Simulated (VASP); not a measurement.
A run of VASP 6.6.1:

Contents of INCAR:

```
SYSTEM = Pt
ALGO = Normal ; EDIFF = 1E-7
ENCUT = 520 ; GGA = PS
GGA_COMPAT = .FALSE. ; ISIF = 2
ISMEAR = 0 ; LASPH = .TRUE.
LCHARG = .FALSE. ; LMAXMIX = 4
LORBIT = 11 ; LREAL = .FALSE.
LSORBIT = .TRUE. ; LWAVE = .FALSE.
MAGMOM = 0 0 0 ; NBANDS = 21
NELM = 60 ; PREC = Accurate
SIGMA = 0.1
```

File KPOINTS:

```
k-points
0
G
  18 18 18
  0 0 0
```

File POSCAR:

```
Pt
1.0
   -1.5598900000      1.5598900000      1.5598900000
    1.5598900000     -1.5598900000      1.5598900000
    1.5598900000      1.5598900000     -1.5598900000
Pt
1
Direct
    0.0000000000      0.0000000000      0.0000000000
```

Potentials or basis: VASP PAW PBE potentials, release 64 (Pt).

The run is started by

```bash
$ cat potpaw_PBE.64/Pt/POTCAR > POTCAR
$ mpirun -np 1 vasp_ncl > vasp.out
```

Hardware: 1 thread of Intel(R) Xeon(R) Platinum 8488C (Sapphire Rapids), on a shared host.

Question: How long does it take, and how much memory?

Answer: It took 77 s on 1 thread of Intel(R) Xeon(R) Platinum 8488C (Sapphire Rapids), with other jobs on the host, peak memory 0.22 GiB. Counts: scf iterations 13, k points 195.
